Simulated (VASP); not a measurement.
Write the native input for VASP 6.6.1 that does the following.

```
Task                   : relaxation of cell and atoms
Functional             : r2SCAN
Potentials or basis    : VASP PAW PBE potentials, release 64 (Si)
Cutoff                 : 400 eV
k mesh                 : 12 × 12 × 12
Occupations            : gaussian, width 0.01 eV
Spin                   : no spin polarisation
Further INCAR settings : ALGO = Normal; EDIFF = 1e-07; IBRION = 2; EDIFFG = -0.02; NSW = 60; ISIF = 3
```

The structure of Si lies in POSCAR:

```
Si
1.0
    0.0000000000      2.7250000000      2.7250000000
    2.7250000000      0.0000000000      2.7250000000
    2.7250000000      2.7250000000      0.0000000000
Si
2
Direct
    0.0000000000      0.0000000000      0.0000000000
    0.2500000000      0.2500000000      0.2500000000
```

The input as run:

INCAR

```
PREC = Accurate
ENCUT = 400
EDIFF = 1E-7
ISMEAR = 0
SIGMA = 0.01
LREAL = F
LASPH = T
NELM = 80
ALGO = Normal
ISIF = 3
LWAVE = F
LCHARG = F
METAGGA = R2SCAN
LMIXTAU = T
IBRION = 2
NSW = 60
EDIFFG = -0.02
```

KPOINTS

```
regular mesh
0
Gamma
  12 12 12
```

Potentials or basis: VASP PAW PBE potentials, release 64 (Si).

Command:

```sh
$ cat potpaw_PBE.64/Si/POTCAR > POTCAR
$ mpirun -np 1 vasp_std > vasp.out
```

Results of the run:

```json
{
 "Relaxed volume": "20.12 Å³/atom",
 "Relaxed cell": "a = 3.846 Å, b = 3.846 Å, c = 3.846 Å, α = 60.00°, β = 60.00°, γ = 60.00°",
 "Space group after relaxing (to 0.05 Å)": "Fd-3m (No. 227)",
 "Energy gained by relaxing": "0.2 meV/atom",
 "Ionic steps": "3",
 "Pressure after relaxing": "0.0 GPa",
 "Band gap on the k mesh": "0.78 eV, indirect (least direct gap 2.76 eV)"
}
```

Caveat: the PAW data sets were made with another functional, which shifts forces and pressure a little.

Wall time 110 s on 1 thread of Intel(R) Xeon(R) Platinum 8488C (Sapphire Rapids), with other jobs on the host, peak memory 0.16 GiB.
